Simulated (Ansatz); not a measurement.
BN (P6_3mc), a sublattice moved along a line

The calculation used DFT PBE, scalar-relativistic, plane waves, PAW (Ansatz). Cutoff 420 eV, Γ-centred 12×12×6 k-points, Gaussian smearing of 0.05 eV. No spin polarisation. Energies are free energies at this smearing, counted from the undisturbed cell; pressure is positive in compression.

Zero of the scan (as given, not relaxed at this level; it stands at 0.0 GPa; this wurtzite form isn't the usual structure):

```
B N
1.0
     2.55394    0.00000    0.00000
    -1.27697    2.21178    0.00000
     0.00000    0.00000    4.22685
B N
2 2
Direct
  0.66667 0.33333 0.99972
  0.33333 0.66667 0.49972
  0.66667 0.33333 0.62528
  0.33333 0.66667 0.12528
```

Every B atom is moved by x along the Cartesian unit vector (0.577, 0.577, 0.577); the cell and all other atoms stay fixed.

```csv
x (Å),ΔE (meV/cell),force along x on the moved atoms (eV/Å),gap on the mesh (eV)
-0.2000,827.1,7.54,2.85
-0.1500,485.5,6.07,3.42
-0.1000,224.6,4.31,4.04
-0.0500,58.5,2.29,4.66
0.0000,0.0,0.02,5.21
0.0500,60.0,-2.45,5.36
0.1000,248.0,-5.09,5.30
0.1500,571.8,-7.88,5.18
0.1750,786.7,-9.32,4.90
0.2000,1037.9,-10.78,4.63
```